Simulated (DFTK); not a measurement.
# Ir (Fm-3m) in DFTK: further runs

The runs below take Ir through band structure, equation of state, with PBEsol.

Program: DFTK 0.8.2. These are calculated values, not measurements. Logs are shortened: lines on timing, memory, paths and dates and some standing lists are left out, and cuts for length are marked.

## 1. The structure

The structure is cubic, space group Fm-3m (No. 225). Conventional cell: a = 3.831 Å, b = 3.831 Å, c = 3.831 Å, α = 90.00°, β = 90.00°, γ = 90.00°. Ir (site symmetry m-3m) has 12 Ir at 2.71 Å as nearest neighbours.

## 2. Band structure, PBEsol

Input file run.jl:

```julia
using DFTK
using PseudoPotentialData
using Unitful, UnitfulAtomic
using LinearAlgebra, Printf
include("save.jl")
disable_threading()

lines     = readlines("POSCAR")
lattice   = austrip(1u"Å") * parse(Float64, lines[2]) * hcat([parse.(Float64, split(l)) for l in lines[3:5]]...)
symbols   = vcat([fill(Symbol(s), parse(Int, n)) for (s, n) in zip(split(lines[6]), split(lines[7]))]...)
positions = [parse.(Float64, split(l)[1:3]) for l in lines[9:8+length(symbols)]]
pseudopotentials = PseudoFamily("cp2k.nc.sr.pbe.v0_1.semicore.gth")
elements = Dict(s => ElementPsp(s, pseudopotentials) for s in unique(symbols))
atoms    = [elements[s] for s in symbols]

build_model(lattice, positions; symmetries=true) =
    model_DFT(lattice, atoms, positions;
              functionals=PBEsol(),
              temperature=austrip(0.05u"eV"),
              smearing=Smearing.FermiDirac(),
              symmetries)
Ecut  = 58.0  # hartree
kgrid = [12, 12, 12]
tol   = 1e-6
to_GPa = ustrip(uconvert(u"GPa", 1u"hartree/bohr^3"))

model = build_model(lattice, positions)
basis = PlaneWaveBasis(model; Ecut, kgrid)
display(basis)
scfres = self_consistent_field(basis;
                               tol,
                               nbandsalg=AdaptiveBands(model; n_bands_converge=13))
display(scfres.energies)
@printf "Fermi level: %.6f eV\n" ustrip(auconvert(u"eV", something(scfres.εF, NaN)))
forces = compute_forces_cart(scfres)
println("Forces (eV/Å)")
for (s, f) in zip(symbols, forces)
    @printf "%-3s %12.6f %12.6f %12.6f\n" s ustrip.(auconvert.(u"eV/Å", f))...
end
stress = compute_stresses_cart(scfres)
println("Stress (GPa)")
display(round.(stress * to_GPa; digits=4))
println("Levels at the first k-point (eV): ", round.(ustrip.(auconvert.(u"eV", scfres.eigenvalues[1][1:scfres.n_bands_converge])); digits=4))
save_scf!(scfres; forces, stress)

points = Dict("G" => [0.0, 0.0, 0.0], "K" => [0.375, 0.375, 0.75], "L" => [0.5, 0.5, 0.5], "U" => [0.625, 0.25, 0.625], "W" => [0.5, 0.25, 0.75], "X" => [0.5, 0.0, 0.5])
segments = [("G", "X", 7), ("X", "W", 4), ("W", "K", 3), ("K", "G", 7), ("G", "L", 6), ("L", "U", 4), ("U", "W", 3), ("W", "L", 5), ("L", "K", 4), ("U", "X", 3)]
kcoords = vcat([[points[a] + t * (points[b] - points[a]) for t in range(0, 1, n)] for (a, b, n) in segments]...)
bands = compute_bands(scfres, ExplicitKpoints(kcoords); n_bands=15, tol=1e-5)
for (k, ε) in zip(bands.basis.kpoints, bands.eigenvalues)
    @printf "%d %8.4f %8.4f %8.4f " k.spin k.coordinate...
    println(join([@sprintf("%9.4f", e) for e in ustrip.(auconvert.(u"eV", ε .- scfres.εF))]))
end
results["band_energies"] = rows(bands.eigenvalues); results["band_kpoints"] = rows(kcoords)
```

Input file POSCAR:

```
Ir
1.0
    0.0000000000      1.9156000000      1.9156000000
    1.9156000000      0.0000000000      1.9156000000
    1.9156000000      1.9156000000      0.0000000000
Ir
1
Direct
    0.0000000000      0.0000000000      0.0000000000
```

Potentials or basis: cp2k.nc.sr.pbe.v0_1.semicore.gth (PBE, GTH).

On the command line:

```sh
$ julia --threads=1 run.jl  # save.jl only writes the numbers to a file and isn't shown; printed stress counts tension as positive; times include loading and compiling
```

What it wrote:

```text
PlaneWaveBasis discretization:

    Ecut                 : 58.0 Ha
    fft_size             : (40, 40, 40), 64000 total points
    kgrid                : MonkhorstPack([12, 12, 12])
    num.   red. kpoints  : 1728
    num. irred. kpoints  : 72

    Discretized Model(gga_x_pbe_sol+gga_c_pbe_sol, 3D):
        lattice (in Bohr)    : [0         , 3.61996   , 3.61996   ]
                               [3.61996   , 0         , 3.61996   ]
                               [3.61996   , 3.61996   , 0         ]
        unit cell volume     : 94.873 Bohr³

        atoms                : Ir
        pseudopot. family    : PseudoFamily("cp2k.nc.sr.pbe.v0_1.semicore.gth")

        num. electrons       : 17
        spin polarization    : none
        temperature          : 0.0018375 Ha
        smearing             : DFTK.Smearing.FermiDirac()

        terms                : Kinetic()
                               AtomicLocal()
                               AtomicNonlocal()
                               Ewald(nothing)
                               PspCorrection()
                               Hartree()
                               Xc(gga_x_pbe_sol, gga_c_pbe_sol)
                               Entropy()
n     Energy            log10(ΔE)   log10(Δρ)   Diag   Δtime
---   ---------------   ---------   ---------   ----   ------
  1   -100.7821895291                    0.43    5.0    6.84s
  2   -103.2101437327        0.39        0.28    2.6    4.16s
  3   -104.6290552320        0.15        0.09    3.9    5.78s
  4   -105.3801759049       -0.12       -0.73    4.0    5.26s
  5   -105.3839631965       -2.42       -1.14    1.7    3.24s
  6   -105.3862750878       -2.64       -1.53    2.0    3.41s
  7   -105.3866845153       -3.39       -2.61    1.0    2.97s
  8   -105.3866887143       -5.38       -3.35    2.3    3.76s
  9   -105.3866888868       -6.76       -3.83    2.2    3.57s
 10   -105.3866888918       -8.30       -3.83    2.1    3.54s
 11   -105.3866889019       -8.00       -5.36    1.0    2.87s
 12   -105.3866889020      -10.02       -5.50    3.8    4.38s
 13   -105.3866889020      -11.12       -6.43    1.1    2.93s
Energy breakdown (in Ha):
    Kinetic             33.1648885
    AtomicLocal         -47.9535824
    AtomicNonlocal      -9.9998698
    Ewald               -91.5082882
    PspCorrection       7.3685203
    Hartree             14.0592697
    Xc                  -10.5174579
    Entropy             -0.0001690

    total               -105.386688902021
Fermi level: 14.422911 eV
Forces (eV/Å)
Ir     -0.000000    -0.000000    -0.000000
Stress (GPa)
3×3 StaticArraysCore.SMatrix{3, 3, Float64, 9} with indices SOneTo(3)×SOneTo(3):
 4.4815  0.0     0.0
 0.0     4.4815  0.0
 0.0     0.0     4.4815
Levels at the first k-point (eV): [-78.3227, -36.1167, -36.1167, -36.1167, 3.0709, 10.4398, 10.4398, 10.4398, 13.1974, 13.1974, 27.554, 33.0962, 33.0962]
1   0.0000   0.0000   0.0000  -92.7456 -50.5397 -50.5397 -50.5397 -11.3520  -3.9831  -3.9831  -3.9831  -1.2255  -1.2255  13.1311  18.6733  18.6733  18.6733  24.5059
1   0.0833   0.0000   0.0833  -92.7396 -50.5935 -50.5599 -50.5599 -10.9394  -4.3045  -3.7497  -3.7497  -1.5969  -1.1032  13.8656  17.8815  18.8897  18.8897  26.7140
1   0.1667   0.0000   0.1667  -92.7231 -50.7377 -50.6147 -50.6147  -9.7971  -5.0917  -3.0613  -3.0613  -2.4858  -0.7574  15.8535  17.1869  19.0583  19.0583  27.0560
1   0.2500   0.0000   0.2500  -92.7006 -50.9287 -50.6890 -50.6890  -8.3593  -6.0103  -3.1655  -1.9614  -1.9614  -0.2546  17.2874  17.6017  17.6017  18.6224  22.7502
1   0.3333   0.0000   0.3333  -92.6781 -51.1130 -50.7628 -50.7628  -7.7076  -6.8033  -2.3354  -0.5628  -0.5628   0.2900  14.7661  14.7661  16.2665  19.7116  21.5971
1   0.4167   0.0000   0.4167  -92.6616 -51.2441 -50.8165 -50.8165  -7.9302  -7.3252  -0.0558   0.7205   0.8315   0.8315  12.2201  12.2201  12.4794  20.4955  24.0101
[... 38 lines left out ...]
1   0.5625   0.1250   0.5625  -92.6557 -51.2576 -50.8876 -50.8198  -7.7755  -7.1618  -1.0485   0.2720   1.2624   4.3804   8.4817  11.7859  12.2830  21.8488  24.7982
1   0.5000   0.0000   0.5000  -92.6556 -51.2914 -50.8362 -50.8362  -8.0973  -7.5059   0.8858   1.4189   1.4995   1.4995  10.4606  11.1391  11.1391  21.1060  24.9612
```

Wall time 81 s (1 thread of AMD EPYC 9R45 (Zen 5), shared host); peak memory 1.8 GiB.

The run converged, but some of its settings lie outside the range that counts as converged, so its numbers aren't taken as properties of the crystal.

Results:

- Free energy: -2867.7179 eV
- Band gap on the k mesh: none (metal or under the smearing width)

Caveat: the cutoff is short for these potentials, so energies and forces aren't converged, fitted volumes are rough and the log's stress (off by 3 to 10 GPa or more in trials) isn't used; the potentials were made for another functional, which shifts forces and pressure; spin-orbit coupling is left out, which moves the levels of the heavy elements.

## 3. Equation of state, PBEsol

Input file run.jl:

```julia
using DFTK
using PseudoPotentialData
using Unitful, UnitfulAtomic
using LinearAlgebra, Printf
include("save.jl")
disable_threading()

lines     = readlines("POSCAR")
lattice   = austrip(1u"Å") * parse(Float64, lines[2]) * hcat([parse.(Float64, split(l)) for l in lines[3:5]]...)
symbols   = vcat([fill(Symbol(s), parse(Int, n)) for (s, n) in zip(split(lines[6]), split(lines[7]))]...)
positions = [parse.(Float64, split(l)[1:3]) for l in lines[9:8+length(symbols)]]
pseudopotentials = Dict(:Ir => "Ir.upf")
elements = Dict(s => ElementPsp(s, pseudopotentials; rcut=10.0) for s in unique(symbols))
atoms    = [elements[s] for s in symbols]

build_model(lattice, positions; symmetries=true) =
    model_DFT(lattice, atoms, positions;
              functionals=PBEsol(),
              temperature=austrip(0.05u"eV"),
              smearing=Smearing.FermiDirac(),
              symmetries)
Ecut  = 45.0  # hartree
kgrid = [9, 9, 9]
tol   = 1e-6
to_GPa = ustrip(uconvert(u"GPa", 1u"hartree/bohr^3"))

results["points"] = []
for scale in [0.94, 0.96, 0.98, 1.0, 1.02, 1.04, 1.06]
    println("\n=== scale = ", scale)
    model = build_model(cbrt(scale) * lattice, positions)
    basis = PlaneWaveBasis(model; Ecut, kgrid)
    t0 = time()
    scfres = self_consistent_field(basis;
                                   tol,
                                   nbandsalg=AdaptiveBands(model; n_bands_converge=13))
    seconds = time() - t0
    @printf "SCF: %d iterations, %.1f s\n" scfres.n_iter seconds
    forces = compute_forces_cart(scfres)
    stress = compute_stresses_cart(scfres)
    @printf "V = %.5f Å^3  F = %.8f Ha  max force = %.5f eV/Å  p = %.4f GPa\n" ustrip(auconvert(u"Å^3", model.unit_cell_volume)) scfres.energies.total ustrip(auconvert(u"eV/Å", maximum(norm, forces))) (-tr(stress) / 3 * to_GPa)
    push!(results["points"], save_scf!(scfres; forces, stress, d=Dict{String,Any}("seconds" => seconds, "n_matvec" => get(scfres, :n_matvec, 0))))
end

# third-order Birch-Murnaghan fit in x = V^(-2/3)
V = [0.94, 0.96, 0.98, 1.0, 1.02, 1.04, 1.06] * abs(det(lattice))
E = [p["total"] for p in results["points"]]
x = V .^ (-2 / 3)
c = [x .^ 0 x x .^ 2 x .^ 3] \ E
Δ = c[3]^2 - 3c[2] * c[4]
if Δ > 0
    x0 = (-c[3] + sqrt(Δ)) / 3c[4]
    B0 = 4 / 9 * x0^(7 / 2) * (2c[3] + 6c[4] * x0)
    @printf "V0 = %.4f Å^3  B0 = %.2f GPa\n" ustrip(auconvert(u"Å^3", x0^(-3 / 2))) B0 * to_GPa
end
```

POSCAR is that of step 2.

Potentials or basis: SG15 1.2 (PBE).

On the command line:

```sh
$ julia --threads=1 run.jl  # save.jl only writes the numbers to a file and isn't shown; printed stress counts tension as positive; times include loading and compiling
```

What it wrote:

```text
=== scale = 0.94
n     Energy            log10(ΔE)   log10(Δρ)   Diag   Δtime
---   ---------------   ---------   ---------   ----   ------
  1   -106.1620515911                   -1.04    4.6    6.42s
  2   -106.1673867354       -2.27       -1.46    1.0    3.11s
  3   -106.1683573872       -3.01       -2.09    2.0    3.76s
  4   -106.1683754392       -4.74       -2.83    1.2    2.55s
  5   -106.1683776881       -5.65       -3.44    2.5    4.59s
  6   -106.1683776965       -8.08       -4.08    1.6    2.73s
  7   -106.1683777007       -8.38       -4.97    2.3    5.07s
  8   -106.1683777007      -10.09       -5.74    2.6    4.42s
  9   -106.1683777007      -12.13       -6.54    2.3    5.12s
SCF: 9 iterations, 38.1 s
V = 13.21516 Å^3  F = -106.16837770 Ha  max force = 0.00000 eV/Å  p = 27.6297 GPa

=== scale = 0.96
n     Energy            log10(ΔE)   log10(Δρ)   Diag   Δtime
---   ---------------   ---------   ---------   ----   ------
  1   -106.1632154571                   -1.04    4.7    6.45s
[... 43 further cycles ...]
  9   -106.1698722692      -11.47       -6.18    2.2    5.03s
SCF: 9 iterations, 39.8 s
V = 14.62103 Å^3  F = -106.16987227 Ha  max force = 0.00000 eV/Å  p = -14.1924 GPa

=== scale = 1.06
n     Energy            log10(ΔE)   log10(Δρ)   Diag   Δtime
---   ---------------   ---------   ---------   ----   ------
  1   -106.1610468805                   -1.04    4.7    6.82s
  2   -106.1674059796       -2.20       -1.42    1.0    4.96s
  3   -106.1687325434       -2.88       -2.01    2.0    2.85s
  4   -106.1687642288       -4.50       -2.63    1.1    3.15s
  5   -106.1687685218       -5.37       -3.27    2.1    3.20s
  6   -106.1687685527       -7.51       -3.87    1.7    4.33s
  7   -106.1687685662       -7.87       -4.75    2.3    2.52s
  8   -106.1687685664       -9.70       -5.50    2.5    4.02s
  9   -106.1687685664      -11.47       -6.15    2.2    3.84s
SCF: 9 iterations, 36.0 s
V = 14.90220 Å^3  F = -106.16876857 Ha  max force = 0.00000 eV/Å  p = -19.9208 GPa
V0 = 14.0441 Å^3  B0 = 389.93 GPa
```

It took 11 min on 1 thread of AMD EPYC 7R43 (Zen 3), shared host; peak memory 1.6 GiB.

Results:

```
Equilibrium volume                      : 14.04 Å³/atom
Bulk modulus                            : 390 GPa
Pressure derivative of the bulk modulus : 5.0
```

Energy against volume, from the lowest point:
```
volume (Å³/atom)  energy (meV/atom)
          13.215              67.26
          13.496              28.15
          13.778               6.38
          14.059               0.00
          14.340               7.26
          14.621              26.59
          14.902              56.62
```

Caveat: the potentials were made for another functional, which shifts forces and pressure. Spin-orbit coupling is left out, which matters for the levels of Ir.
